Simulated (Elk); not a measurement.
The cell is COD entry 1011363, as deposited and not checked against the literature; nothing was relaxed. It is an old determination, and later ones may differ.

A run on LiBr: DFT, PBE, all-electron APW+lo, Dirac cores, scalar-relativistic bands (Elk 11.2.3 with local patches). The input:

```
tasks
  0
  110
  115

xctype
  20

rgkmax
  8.0

gmaxvr
  16.0

lmaxapw
  10

lmaxo
  7

lmaxi
  3

nrmtscf
  2.0

nempty
  8

epspot
  1e-06

epsengy
  1e-05

maxscl
  60

hmaxvr
  6.0

lradstp
  4

swidth
  0.001

mixtype
  0

beta0
  0.05

tforce
  .true.

sppath
  './'

avec
  0.00000000000 5.18635334904 5.18635334904
  5.18635334904 0.00000000000 5.18635334904
  5.18635334904 5.18635334904 0.00000000000

atoms
  2
  'Li.in'
  1
  0.000000000000 0.000000000000 0.000000000000   0.000 0.000 0.000
  'Br.in'
  1
  0.500000000000 0.500000000000 0.500000000000   0.000 0.000 0.000

ngridk
  9 9 9
```

Sphere radii set in the species files: Li 1.80, Br 2.40 bohr.

Total energy and RMS change of the potential by loop (first and last loops):

```tsv
loop	E (Ha)	RMS ΔV (Ha)
1	-2614.717190	–
2	-2614.697571	8.31e+00
3	-2614.678768	7.89e+00
4	-2614.660756	7.50e+00
5	-2614.643508	7.13e+00
53	-2614.318841	6.03e-01
54	-2614.317150	5.72e-01
55	-2614.315539	5.43e-01
56	-2614.314004	5.16e-01
57	-2614.312542	4.90e-01
58	-2614.311150	4.65e-01
59	-2614.309823	4.42e-01
60	-2614.308560	–
```

Task: Did this run give a result to trust?

Result: No. The loop stopped after 60 iterations without meeting its targets: with linear mixing, beta0 = 0.05 the potential settles too slowly.
